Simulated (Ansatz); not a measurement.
V, DFT, PBE, all-electron LAPW, scalar-relativistic (Ansatz 0.2.0), run on 1 thread of AMD EPYC 9R45 96-Core Processor (Zen 5) on a shared host.

The geometry is COD entry 7101267, unchecked; take it as a test cell. The listed cell was then made from it by scaling, straining or moving an atom.

Command: `ansatz run input.yaml --threads 1 --pin off --max-ram 3072MiB --backend cpu --events-out ev --progress --plain --runs-dir out`

```yaml
crystal:
  lattice:
    - [-1.5230201596, 1.5230201596, 1.5230201596]
    - [1.5230201596, -1.5230201596, 1.5230201596]
    - [1.5230201596, 1.5230201596, -1.5230201596]
  atoms:
    - { symbol: V, position: [0.0, 0.0, 0.0], spin: 1.5 }
magnetization:
  spin_polarized: true
kpoints:
  mp_grid: { grid: [15, 15, 15] }
scf:
  occupations: { method: fermi_dirac, width: 0.03 }
hamiltonian:
  xc: pbe
  pseudopotentials: { kind: all_electron, lapw: { basis_error: 0.001 } }
output:
  forces: true
  stress: true
  eigenvalues: true
```

Problem. How large is the problem that the program sets up?

Solution. 120 irreducible k-points, 135 plane waves at Γ, 12 bands.

Problem. Estimate the wall time and the peak memory.

Solution. 6.9 s of wall time for 11 SCF iterations, with a peak of 0.41 GiB. Times on shared machines scatter by tens of per cent.
